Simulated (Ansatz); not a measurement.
Runs of Ansatz 0.2.0 on Si. The structure is hexagonal, space group P6/mmm (No. 191). The conventional cell has a = 2.621 Å, b = 2.621 Å, c = 2.466 Å, α = 90.00°, β = 90.00°, γ = 120.00°. Si (site symmetry 6/mmm) has 8 Si at 2.47 to 2.62 Å as nearest neighbours. This isn't the form of Si at room conditions, which is diamond.

```csv
level,cutoff (eV),gap on the mesh (eV),pressure (GPa),relaxed volume (Å³/atom)
LDA,420,none,0.0,(b)
BLYP,420,none,0.0,16.30
revPBE,420,none,0.0,15.20
PBEsol,420,none,0.0,(a)
RPBE,420,none,0.0,15.25
r2SCAN,500,none,0.0,14.89
```

Alike in all rows: task relaxation of cell and atoms; potentials or basis Ansatz PAW; no spin polarisation; cell relaxed; k mesh 12 × 12 × 11; smearing fermi-dirac 0.05 eV.

Question: Fill in the values left out.

Answer: (a) 14.72; (b) 14.52.

Caveats: the plane-wave basis is chosen anew once the cell has moved, so the energies of steps on either side of that aren't comparable; the PAW data sets come from PBE, with cores solved anew for the run's functional, which leaves a small shift of forces and pressure.

A gap of «none» marks a metal or a gap under the smearing width.

Runs at the PBE level aren't shown here.
